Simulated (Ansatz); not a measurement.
A trial cell of SiC2, before relaxation:

```yaml
crystal:
  lattice:
    - [2.71346, 0.00000, 0.00000]
    - [-1.35673, 2.34993, 0.00000]
    - [0.00000, 0.00000, 12.80473]
  atoms:
    - { symbol: Si, position: [0.66667, 0.33333, 0.33333] }
    - { symbol: Si, position: [0.66667, 0.33333, 0.66667] }
    - { symbol: C, position: [0.33333, 0.66667, 0.83333] }
    - { symbol: C, position: [0.33333, 0.66667, 0.16667] }
    - { symbol: C, position: [0.33333, 0.66667, 0.50000] }
    - { symbol: C, position: [0.66667, 0.33333, 0.00000] }
```

The calculation used Ansatz, DFT PBE, scalar-relativistic, plane waves, PAW. Cutoff 420 eV, Gaussian smearing, Γ-centred meshes. Cell and atoms relax first on a coarse mesh and then on a finer one. In between, the cell is made exact in the group found at 0.06 Å. In metals the finer mesh still leaves noise of several meV/atom or more. The steps can't lower the symmetry of their start. No spin polarisation in the relaxation; trial moments died out in a coarse test.

A guess keeps its type if space group and coordination stay and the shape of the cell changes little (axis ratios within about 15 %, angles within 6°); the volume may change.

Problem. Does this structure survive the relaxation?

Solution. It doesn't keep its type. The symmetry stays P-6m2 (No. 187). The volume per atom shrinks by 39.0 %, from 13.6 to 8.3 Å³. The shortest distance goes from 2.65 Å (Si–C and C–C) to 1.84 Å (C–C). The ratio c/a of the conventional cell changes by a factor of 0.62. Counting neighbours within 15 % of an atom's shortest distance, the start has C 12, Si 12 and the end C 4/6, Si 3. In detail, at the end around Si lie 3 C at 1.98 Å, 3 C at 2.34 Å and 1 Si at 2.42 Å; around C on a site of symmetry 3m lie 3 C at 1.84 Å and 1 C at 1.96 Å; C on a site of symmetry -6m2 is surrounded by 6 Si at 1.98 Å; 1 more site not described.

```cif
data_structure
_symmetry_space_group_name_H-M 'P 1'
_symmetry_Int_Tables_number 1
_cell_length_a 2.7048
_cell_length_b 2.7048
_cell_length_c 7.8637
_cell_angle_alpha 90.000
_cell_angle_beta 90.000
_cell_angle_gamma 120.000
_cell_volume 49.82
loop_
_atom_site_label
_atom_site_type_symbol
_atom_site_fract_x
_atom_site_fract_y
_atom_site_fract_z
_atom_site_occupancy
Si1 Si 0.66667 0.33333 0.34593 1
Si2 Si 0.66667 0.33333 0.65407 1
C1 C 0.33333 0.66667 0.87549 1
C2 C 0.33333 0.66667 0.12451 1
C3 C 0.33333 0.66667 0.50000 1
C4 C 0.66667 0.33333 0.00000 1
```

The last run used an 18×18×6 mesh (in the run's order of axes) for its 6-atom cell and Gaussian smearing of 0.10 eV. A structure relaxed within its symmetry needn't be a true minimum. Another cell of SiC2 relaxed alike, in P6/mmm, lies 1.59 eV/atom lower, so this cell isn't the stable form at this level.

In counts of neighbours, a slash parts the counts of unlike sites.
